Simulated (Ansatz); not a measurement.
NiO:

```
Ni O
1.0
     0.00000    2.08590    2.08590
     2.08590    0.00000    2.08590
     2.08590    2.08590    0.00000
Ni O
1 1
Direct
  0.00000 0.00000 0.00000
  0.50000 0.50000 0.50000
```

Base run:

* Program: Ansatz 0.2.0
* Functional: PBE
* Potentials or basis: Ansatz PAW
* Cutoff: 420 eV (not typed: the program's choice for these potentials)
* k mesh: 11 × 11 × 11
* Occupations: fermi-dirac, width 0.05 eV
* Spin: collinear spin, ferromagnetic start
* Starting moments: [1.0, 0.0] μB
* Hubbard terms: Ni d U = 3 eV

Its results: band gap on the k mesh 0.79 eV, indirect (least direct gap 1.63 eV); pressure 11.4 GPa; net moment 2.00 μB per cell; site moments Ni +1.65; O +0.28 μB.

After a change of settings the same cell gave: band gap on the k mesh 1.70 eV, indirect (least direct gap 2.43 eV); pressure 13.2 GPa; net moment 2.00 μB per cell; site moments Ni +1.70; O +0.23 μB. Which change was it?
A. hubbard terms from Ni d U = 3 eV to none; hubbard projectors from ortho-atomic (the default) to none
B. hubbard terms from Ni d U = 3 eV to Ni d U = 8 eV
C. hubbard terms from Ni d U = 3 eV to Ni d U = 5 eV

C.

Caveats: the magnetic or orbital state may not be the lowest; odd divisions of the mesh miss points on the zone boundary, where band edges often lie, so the gap on the mesh can be too wide; a cell with one magnetic atom can't hold antiferromagnetic order, which such compounds often take; the density of states is complete only up to the lowest level of the last band computed.
